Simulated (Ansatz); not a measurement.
**Magnetic orders of Ni₂H**

Computed with DFT r2SCAN, scalar-relativistic, plane waves, PAW (Ansatz 0.2.0).

```
Ni H
1.0
     2.64300    0.00000    0.00000
    -1.32150    2.28891    0.00000
     0.00000    0.00000    4.30800
Ni H
2 1
Cartesian
  0.0000 1.5259 1.0038
  1.3215 0.7630 3.3042
  0.0000 0.0000 0.0000
```

```
plane-wave cutoff                               : 500 eV
Γ-centred k-mesh                                : 18×18×10
occupation rule                                 : Gaussian smearing, 0.1 eV
list of starting moments (μB, in atom order)    : 2 2 0
check for lower electronic states after the SCF : off
```

All runs keep this geometry, which isn't relaxed for the lowest state (largest force there 1.106 eV/Å, pressure -15.3 GPa) and needn't be a stable compound; relaxing each order would shift the differences by some 6 meV/atom, going by the pressures and a bulk modulus of about 150 GPa. r2SCAN tends to overstate moments in metals, so a weak moment here may be absent in the real material. Site moments are spin moments in atom-centred spheres that scale with the neighbour distance. The states are those that the runs reached from these starts; a lower one can exist. No antiferromagnetic start is among these.

Task: Order the starts by the energy of the state that they reach, lowest first.
A. no spin
B. ferromagnetic

Result: B (0.00 meV/atom), A (9.30 meV/atom).

```tsv
start	ends	energy above lowest (meV/atom)	site moments (μB)	gap on mesh (eV)	P (GPa)
no spin	non-magnetic	9.30	none over 0.05	metal	-16.4
ferromagnetic	ferromagnetic	0.00	Ni +0.49 (×2)	metal	-15.3
```